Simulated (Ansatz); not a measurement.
# Hf (P6/mmm) in Ansatz: a series of runs

The runs below take Hf through relaxation of cell and atoms, with PBEsol, PBEsol+D3(BJ), PBEsol+D3(BJ)-ATM, PBEsol+D4.

Everything below comes from runs of Ansatz 0.2.0. Logs are shortened: lines on timing, memory, paths and dates and some standing lists are left out, and cuts for length are marked.

## (1) The crystal as given

It takes space group P6/mmm (No. 191, hexagonal). The conventional cell has a = 4.962 Å, b = 4.962 Å, c = 3.086 Å, α = 90.00°, β = 90.00°, γ = 120.00°. Hf (site symmetry 6/mmm) has 14 Hf at 3.09 to 3.25 Å as nearest neighbours. Hf (site symmetry -6m2) has 11 Hf at 2.87 to 3.25 Å as nearest neighbours.

This isn't the form of Hf at room conditions, which is hcp.

## (2) Relaxation of cell and atoms, PBEsol

input.yaml reads:

```yaml
crystal:
  lattice:
    - [4.962329544, 0.0, 0.0]
    - [-2.481164772, 4.297503447, 0.0]
    - [0.0, 0.0, 3.08623225]
  atoms:
    - { symbol: Hf, position: [0.0, 0.0, 0.0] }
    - { symbol: Hf, position: [0.3333333333, 0.6666666667, 0.5] }
    - { symbol: Hf, position: [0.6666666667, 0.3333333333, 0.5] }
hamiltonian:
  xc: pbesol
  pseudopotentials: { kind: paw }
kpoints:
  mp_grid: { grid: [6, 6, 9] }
scf:
  occupations: { method: fermi_dirac, width: 0.05 }
output:
  forces: true
  stress: true
  eigenvalues: true
  write_density: true
  write_potential: true
  elf: true
  volumetric_format: npy
relax:
  f_tol: 0.01
  max_steps: 40
  cell: { stress_tol: 0.05 }
```

Potentials or basis: Ansatz PAW.

Launch:

```console
$ ansatz run input.yaml --threads 2 --pin off --max-ram 5632MiB --backend cpu --events-out ev --progress --plain --runs-dir out
```

The log of the run:

```text
Warning: RAYON_NUM_THREADS=2 ignored (pool sized by the plan → 2); use --threads N
Engine: ansatz 0.2.0, aarch64-unknown-linux-gnu
Pseudopotentials: kind: paw
Pseudopotential: Hf, paw, valence charge 26, recommended cutoff 420 eV (normal), Hf.paw.azcp
Functional definition: PBEsol
  exchange = pbesol_x
  correlation = pbesol_c
Crystal: 3 atoms, lattice volume = 65.816 Å³
Basis set: ecut = 420 eV, 1301 PW (Γ), exchange–correlation on 72×72×48 points (8 copies of the dense FFT grid, shifted against one another)
Bands: 47, of which v1, the nominal top of the filled ones, is band 39 counted from 1 (38 counted from 0)
Symmetry: 24 space group operations
Space group: P6/mmm (ITA 191), of the structure as read, at distance tolerance 4.0e-5 Å
k-points: 35 of 324
Non-local potential: Hf, projectors of the file, l = 0: 3, l = 1: 2, l = 2: 2, l = 3: 3
PAW form: soft (Blöchl's): semilocal exchange-correlation on the pseudo side does not see the compensation charge
PAW frozen core: Hf, regenerated for the run's functional, and the local potential with it (the file was generated under x = pbe(κ = 0.804, μ = 0.2195149727645171), c = pbe(β = 0.06672455060314922))
PAW one-centre angular grid: Hf, 590 points (default); XC on 64 Gauss nodes
Initial density: superposition of atomic densities (neutral atoms: chi_scale 0, normalization atom), corrected by the library's trained network
Initial wavefunctions: pseudopotential atomic-orbital guess
Functional: x = pbesol(κ = 0.804, μ = 0.12345679012345678), c = pbesol(β = 0.046)
SCF iter   1: F=—  HF=-46794.013933 eV  |F-HF|=—  |Δ(HF+E_count)|=         —  Δρ=1.18e-2  dr2=2.72e-1  ethr=1.77e-3  ⟨swp⟩=5.0  Hψ=4916  notcnv=0  defer=2
preconditioner: auto → Kerker (q_TF=auto, 2.807 Å⁻¹)  [metal: Δε(μ)=0.043 eV  Ē_g=17.190 eV  σ=0.050 eV  W_gap=0.21  n_scr=26 (ndim 8)  ℏωp=38.8 eV  f_vac=0.000  D(μ)=2.90/eV (n_scr^D=26)]
SCF iter   2: F=—  HF=-46793.976977 eV  |F-HF|=—  |Δ(HF+E_count)|=   3.70e-2  Δρ=4.69e-3  dr2=3.18e-2  ethr=3.49e-4  ⟨swp⟩=2.0  Hψ=2110  notcnv=0  defer=54
SCF iter   3: F=—  HF=-46793.971674 eV  |F-HF|=—  |Δ(HF+E_count)|=   5.30e-3  Δρ=1.74e-3  dr2=3.44e-3  ethr=4.07e-5  ⟨swp⟩=2.0  Hψ=2506  notcnv=0  defer=55
SCF iter   4: F=—  HF=-46793.969802 eV  |F-HF|=—  |Δ(HF+E_count)|=   1.87e-3  Δρ=1.01e-3  dr2=1.01e-3  ethr=4.41e-6  ⟨swp⟩=2.0  Hψ=2973  notcnv=0  defer=55
SCF iter   5: F=—  HF=-46793.969766 eV  |F-HF|=—  |Δ(HF+E_count)|=   3.65e-5  Δρ=3.81e-4  dr2=1.18e-4  ethr=1.29e-6  ⟨swp⟩=2.0  Hψ=2959  notcnv=0  defer=55
SCF iter   6: F=—  HF=-46793.969736 eV  |F-HF|=—  |Δ(HF+E_count)|=   2.94e-5  Δρ=8.17e-5  dr2=4.00e-6  ethr=1.51e-7  ⟨swp⟩=2.0  Hψ=2957  notcnv=0  defer=55
SCF iter   7: F=—  HF=-46793.969726 eV  |F-HF|=—  |Δ(HF+E_count)|=   1.08e-5  Δρ=7.74e-5  dr2=3.58e-6  ethr=5.12e-9  ⟨swp⟩=3.1  Hψ=3339  notcnv=0  defer=55
SCF iter   8: F=—  HF=-46793.969725 eV  |F-HF|=—  |Δ(HF+E_count)|=   4.17e-7  Δρ=2.17e-5  dr2=6.58e-7  ethr=4.59e-9  ⟨swp⟩=2.0  Hψ=2538  notcnv=0  defer=55
SCF iter   9: F=-46793.969725 eV  HF=-46793.969725 eV  |F-HF|=7.13e-8  |Δ(HF+E_count)|=   3.12e-7  Δρ=8.02e-6  dr2=6.06e-8  ethr=1.28e-10  ⟨swp⟩=12.9  Hψ=13463  notcnv=0
SCF 1 converged in 9 iterations: F = -46793.969725 eV  dr2 = 6.06e-8
relax step   1: F+E_penalty+E_count = -46793.96972485 eV  Δ(F+E_penalty+E_count) = +0.000e0 eV  max|allowed force component| = 1.480e-16 eV/Å  Δτ_max = 0.0000 Å  P = -2.679 GPa  Ω = 65.816 Å³  (9 SCF iters, dr2 threshold 1.00e-7 eV, accepted)
[... 14 lines left out ...]
relax step   3: F+E_penalty+E_count = -46793.98387386 eV  Δ(F+E_penalty+E_count) = -1.415e-2 eV  max|allowed force component| = 1.480e-16 eV/Å  Δτ_max = 0.0000 Å  P = -0.121 GPa  Ω = 64.288 Å³  energy of the carried Pulay correction = +3.983e-4 eV  (10 SCF iters, accepted)
[... 8 lines left out ...]
relax step   4: F+E_penalty+E_count = -46793.98391860 eV  Δ(F+E_penalty+E_count) = -4.474e-5 eV  max|allowed force component| = 1.850e-17 eV/Å  Δτ_max = 0.0000 Å  P = +0.004 GPa  Ω = 64.218 Å³  energy of the carried Pulay correction = +4.168e-4 eV  (4 SCF iters, dr2 threshold 4.12e-8 eV, accepted)
[... 11 lines left out ...]
relax step   5: F+E_penalty+E_count = -46793.98350788 eV  Δ(F+E_penalty+E_count) = +4.107e-4 eV  max|allowed force component| = 1.850e-17 eV/Å  Δτ_max = 0.0000 Å  P = +0.004 GPa  Ω = 64.218 Å³  stress off target by 5.07e-3 GPa  SCF on the basis re-selected at this cell (its energy is not comparable with the rows above)  (7 SCF iters)
basis re-selected at this cell: Δ(F+E_penalty+E_count) = +4.107e-4 eV, ΔP = +0.001 GPa vs the last step (what re-selecting the basis moved, of the pressure what is left beyond the Pulay correction that the steps carried, after the strain that the cell walked since its last selection, with what the two solves' SCF thresholds leave and, on support functions, any second-order correction that the steps lacked; it is no measure of the basis error at this ecutwfc). This SCF's stress stands 5.07e-3 GPa from its target on what of the cell is left free (relax.cell.stress_tol is 5.00e-2 GPa) and its largest allowed force component is 1.85e-17 eV/Å (relax.f_tol is 1.00e-2 eV/Å): within both
SCF converged after 7 iterations
Free energy (F): -46793.983508 eV
Harris-Foulkes:  -46793.983508 eV  (|F-HF|=1.46e-11)
Internal energy: -46793.959146 eV  (E = F + TS)
E sigma→0 (E₀):  -46793.971327 eV
Entropy (-TS):   -0.024362 eV (-8.121 meV/atom)
Fermi energy:    20.522627 eV
--- Per-component energies (eV) ---
  E_band       = 176.482694
  E_kinetic    = 1278.096403
  E_local      = -14925.411053  (includes V_loc(G=0)·N_el)
  E_nonlocal   = -3715.721023
  E_hartree    = 7042.480271
  E_xc         = -894.819451
  E_vxc        = -799.967569  (∫ρ·V_xc dr)
  E_paw        = -20422.985443  (= ΣΔE_a)
  E_vpaw       = 4254.525516  (= ΣTr[D̂ρ^β])
  E_aug_tail   = -0.000004  (compensation charges beyond the density's cutoff)
  E_ewald      = -15159.352121
  E_core_change = 3.753275  (= ΣΔE_core)
  E_smearing   = -0.024362  (= −TS)
  E_closure    = -0.000000  (closes the sum)
  Σ components = -46793.983508   (vs F -46793.983508, Δ=0.00e0)
--- Forces (eV/Å), atoms counted from 1 ---
  atom   1  Hf    -0.00000000    -0.00000000     0.00000000
  atom   2  Hf     0.00000000     0.00000000     0.00000000
  atom   3  Hf     0.00000000     0.00000000     0.00000000
  max |Σ_I F_I| component: 5.55e-17 eV/Å
--- Stress (GPa, compression-positive) ---
        0.005075       0.000000       0.000000
        0.000000       0.005075       0.000000
        0.000000       0.000000       0.003272
  P = ⅓ Tr σ = 0.0045 GPa (0.045 kbar)
--- Band table (eV; the first three rows and the last of 35) ---
  k-point 0: bands = ["-41.2720", "-40.9981", "-40.8804", "-10.0666", "-10.0666", "-10.0616", "-10.0616", "-9.6325", "-9.3804", "-9.2767", "-9.2211", "-9.2211", "8.7321", "8.7359", "8.7774", "8.7774", "8.7866", "8.7866", "8.8259", "9.0198", "9.0354", "9.0385", "9.0385", "9.0753", "9.0753", "9.0800", "9.0800", "9.0865", "9.0907", "9.0907", "9.1297", "9.1390", "9.1391", "13.2110", "17.9152", "19.9044", "19.9044", "19.9157", "19.9390", "19.9390", "21.6631", "22.6967", "22.6967", "23.4246", "23.4246", "23.4669", "23.4669"]
[... 3 lines left out ...]
--- Relaxed structure (4 steps of the walk, 3 accepted, 1 SCFs on fresh bases) ---
  F+E_penalty+E_count = -46793.98350788 eV   max|allowed force component| = 1.850e-17 eV/Å   (the final SCF, on the basis selected at the relaxed cell)
  cell:  # Å, volume = 64.2176 Å³
    - [4.917016641182494, 0.0, 0.0]
    - [-2.458508320591247, 4.2582613220948735, 0.0]
    - [0.0, 0.0, 3.0670431345770357]
  atoms:
    - { symbol: Hf, position: [-3.028194104441121e-36, 3.5789827088405775e-36, 0.0] }
    - { symbol: Hf, position: [0.3333333333333333, 0.6666666666666666, 0.49999999999999994] }
    - { symbol: Hf, position: [0.6666666666666665, 0.3333333333333333, 0.49999999999999994] }
```

Run time: 20 s. Hardware: 2 threads of Arm Neoverse V2, shared host; peak memory 0.41 GiB.

Results:

```
Free energy                            : -46793.9835 eV
Relaxed volume                         : 21.41 Å³/atom
Relaxed cell                           : a = 4.917 Å, b = 4.917 Å, c = 3.067 Å, α = 90.00°, β = 90.00°, γ = 120.00°
Space group after relaxing (to 0.05 Å) : P6/mmm (No. 191)
Energy gained by relaxing              : 4.6 meV/atom
Ionic steps                            : 4
Pressure after relaxing                : 0.0 GPa
Band gap on the k mesh                 : none (metal or under the smearing width)
```

The path:
```csv
step,energy change (eV),largest force (eV/Å),volume (Å³)
1,0.0000,0.0000,65.82
2,-0.0141,0.0000,64.29
3,-0.0142,0.0000,64.22
4,-0.0138,0.0000,64.22
```

Final structure:
```yaml
crystal:
  lattice:
    - [4.91702, 0.00000, 0.00000]
    - [-2.45851, 4.25826, 0.00000]
    - [0.00000, 0.00000, 3.06704]
  atoms:
    - { symbol: Hf, position: [0.00000, 0.00000, 0.00000] }
    - { symbol: Hf, position: [0.33333, 0.66667, 0.50000] }
    - { symbol: Hf, position: [0.66667, 0.33333, 0.50000] }
```

Caveat: the plane-wave basis is chosen anew once the cell has moved, so the energies of steps on either side of that aren't comparable; the PAW data sets come from PBE, with cores solved anew for the run's functional, which leaves a small shift of forces and pressure.

## (3) Relaxation of cell and atoms, PBEsol+D3(BJ)

input.yaml: that of step 2 with these lines changed.

```diff
@@ -12,2 +12,3 @@
   pseudopotentials: { kind: paw }
+  dispersion: d3bj
 kpoints:
@@ -20,6 +21,2 @@
   eigenvalues: true
-  write_density: true
-  write_potential: true
-  elf: true
-  volumetric_format: npy
 relax:
```

Potentials or basis: Ansatz PAW.

Launch:

```console
$ ansatz run input.yaml --threads 2 --pin off --max-ram 5632MiB --backend cpu --events-out ev --progress --plain --runs-dir out
```

It took 18 s on 2 threads of Arm Neoverse V2, shared host; peak memory 0.41 GiB.

It converged, with:

| Quantity | Value |
| --- | --- |
| Free energy | -46795.6213 eV |
| Relaxed volume | 20.66 Å³/atom |
| Relaxed cell | a = 4.859 Å, b = 4.859 Å, c = 3.032 Å, α = 90.00°, β = 90.00°, γ = 120.00° |
| Space group after relaxing (to 0.05 Å) | P6/mmm (No. 191) |
| Energy gained by relaxing | 27.4 meV/atom |
| Ionic steps | 4 |
| Pressure after relaxing | 0.0 GPa |
| Band gap on the k mesh | none (metal or under the smearing width) |

Step by step:
| step | energy change (eV) | largest force (eV/Å) | volume (Å³) |
| --- | --- | --- | --- |
| 1 | 0.0000 | 0.0000 | 65.82 |
| 2 | -0.0823 | 0.0000 | 62.33 |
| 3 | -0.0832 | 0.0000 | 61.98 |
| 4 | -0.0822 | 0.0000 | 61.98 |

Final structure:
```
CELL_PARAMETERS angstrom
4.85862 0.00000 0.00000
-2.42931 4.20768 0.00000
0.00000 0.00000 3.03162
ATOMIC_POSITIONS crystal
Hf 0.00000 0.00000 0.00000
Hf 0.33333 0.66667 0.50000
Hf 0.66667 0.33333 0.50000
```

Levels at points of the mesh, in eV from the Fermi level:
| k point | band 35 | band 36 | band 37 | band 38 | band 39 | band 40 | band 41 | band 42 | band 43 | band 44 |
| --- | --- | --- | --- | --- | --- | --- | --- | --- | --- | --- |
| (0.00, 0.00, 0.00) | -2.74 | -0.61 | -0.61 | -0.61 | -0.58 | -0.58 | 1.16 | 2.22 | 2.22 | 2.96 |
| (0.00, -0.50, 0.00) | -4.53 | -3.75 | -0.56 | -0.51 | -0.41 | 0.15 | 0.90 | 1.38 | 1.55 | 3.11 |

Caveat: the plane-wave basis is chosen anew once the cell has moved, so the energies of steps on either side of that aren't comparable; pairwise dispersion overbinds metals, which lowers pressure and volume; the PAW data sets come from PBE, with cores solved anew for the run's functional, which leaves a small shift of forces and pressure. The run has no spin-orbit coupling, so splittings on Hf are missing.

## (4) Relaxation of cell and atoms, PBEsol+D3(BJ)-ATM

input.yaml: that of step 3 with these lines changed.

```diff
@@ -12,3 +12,3 @@
   pseudopotentials: { kind: paw }
-  dispersion: d3bj
+  dispersion: d3bjatm
 kpoints:
```

Launch:

```console
$ ansatz run input.yaml --threads 2 --pin off --max-ram 5632MiB --backend cpu --events-out ev --progress --plain --runs-dir out
```

Run time: 19 s. Hardware: 2 threads of Arm Neoverse V2, shared host; peak memory 0.41 GiB.

The run converged. Its results:

| Property | Result |
| --- | --- |
| Free energy | -46795.5003 eV |
| Relaxed volume | 20.77 Å³/atom |
| Relaxed cell | a = 4.867 Å, b = 4.867 Å, c = 3.037 Å, α = 90.00°, β = 90.00°, γ = 120.00° |
| Space group after relaxing (to 0.05 Å) | P6/mmm (No. 191) |
| Energy gained by relaxing | 23.0 meV/atom |
| Ionic steps | 4 |
| Pressure after relaxing | 0.0 GPa |
| Band gap on the k mesh | none (metal or under the smearing width) |

Step by step:
```
step  energy change (eV)  largest force (eV/Å)  volume (Å³)
   1              0.0000                0.0000        65.82
   2             -0.0692                0.0000        62.64
   3             -0.0701                0.0000        62.30
   4             -0.0691                0.0000        62.30
```

Final structure:
```yaml
crystal:
  lattice:
    - [4.86702, 0.00000, 0.00000]
    - [-2.43351, 4.21497, 0.00000]
    - [0.00000, 0.00000, 3.03671]
  atoms:
    - { symbol: Hf, position: [0.00000, 0.00000, 0.00000] }
    - { symbol: Hf, position: [0.33333, 0.66667, 0.50000] }
    - { symbol: Hf, position: [0.66667, 0.33333, 0.50000] }
```

Levels at points of the mesh, in eV from the Fermi level:
```tsv
k point	band 35	band 36	band 37	band 38	band 39	band 40	band 41	band 42	band 43	band 44
(0.00, 0.00, 0.00)	-2.72	-0.61	-0.61	-0.61	-0.58	-0.58	1.16	2.21	2.21	2.96
(0.00, -0.50, 0.00)	-4.53	-3.73	-0.55	-0.50	-0.41	0.16	0.90	1.36	1.55	3.10
```

Caveat: the plane-wave basis is chosen anew once the cell has moved, so the energies of steps on either side of that aren't comparable; pairwise dispersion overbinds metals, which lowers pressure and volume; the PAW data sets come from PBE, with cores solved anew for the run's functional, which leaves a small shift of forces and pressure. The run has no spin-orbit coupling, so splittings on Hf are missing.

## (5) Relaxation of cell and atoms, PBEsol+D4

input.yaml: that of step 4 with these lines changed.

```diff
@@ -12,3 +12,3 @@
   pseudopotentials: { kind: paw }
-  dispersion: d3bjatm
+  dispersion: d4
 kpoints:
@@ -21,2 +21,6 @@
   eigenvalues: true
+  write_density: true
+  write_potential: true
+  elf: true
+  volumetric_format: npy
 relax:
```

Launch:

```console
$ ansatz run input.yaml --threads 2 --pin off --max-ram 5632MiB --backend cpu --events-out ev --progress --plain --runs-dir out
```

It took 20 s on 2 threads of Arm Neoverse V2, shared host; peak memory 0.41 GiB.

The run converged. Its results:

- Free energy: -46794.3686 eV
- Relaxed volume: 21.23 Å³/atom
- Relaxed cell: a = 4.903 Å, b = 4.903 Å, c = 3.059 Å, α = 90.00°, β = 90.00°, γ = 120.00°
- Space group after relaxing (to 0.05 Å): P6/mmm (No. 191)
- Energy gained by relaxing: 8.1 meV/atom
- Ionic steps: 4
- Pressure after relaxing: 0.0 GPa
- Band gap on the k mesh: none (metal or under the smearing width)

The path:
```csv
step,energy change (eV),largest force (eV/Å),volume (Å³)
1,0.0000,0.0000,65.82
2,-0.0247,0.0000,63.82
3,-0.0248,0.0000,63.70
4,-0.0242,0.0000,63.70
```

Final structure:
```
Hf
1.0
     4.90350    0.00000    0.00000
    -2.45175    4.24655    0.00000
     0.00000    0.00000    3.05898
Hf
3
Cartesian
  0.0000 0.0000 0.0000
  0.0000 2.8310 1.5295
  2.4517 1.4155 1.5295
```

Levels at points of the mesh, in eV from the Fermi level:
```tsv
k point	band 36	band 37	band 38	band 39	band 40	band 41	band 42	band 43
(0.00, 0.00, 0.00)	-0.62	-0.62	-0.61	-0.58	-0.58	1.15	2.18	2.18
(0.00, -0.50, 0.00)	-3.66	-0.51	-0.46	-0.38	0.18	0.89	1.26	1.55
```

Caveat: the plane-wave basis is chosen anew once the cell has moved, so the energies of steps on either side of that aren't comparable; pairwise dispersion overbinds metals, which lowers pressure and volume; the PAW data sets come from PBE, with cores solved anew for the run's functional, which leaves a small shift of forces and pressure.

## (6) The runs side by side

```tsv
level	gap on the mesh (eV)	pressure (GPa)	relaxed volume (Å³/atom)
PBEsol	none	0.0	21.41
PBEsol+D3(BJ)	none	0.0	20.66
PBEsol+D3(BJ)-ATM	none	0.0	20.77
PBEsol+D4	none	0.0	21.23
```

Alike in all rows: task relaxation of cell and atoms; potentials or basis Ansatz PAW; no spin polarisation; cell relaxed; k mesh 6 × 6 × 9; cutoff (eV) 420; smearing fermi-dirac 0.05 eV.

Caveats: the plane-wave basis is chosen anew once the cell has moved, so the energies of steps on either side of that aren't comparable; the PAW data sets come from PBE, with cores solved anew for the run's functional, which leaves a small shift of forces and pressure; pairwise dispersion overbinds metals, which lowers pressure and volume (some runs).

Absolute energies hang on the potentials; compare differences alone.
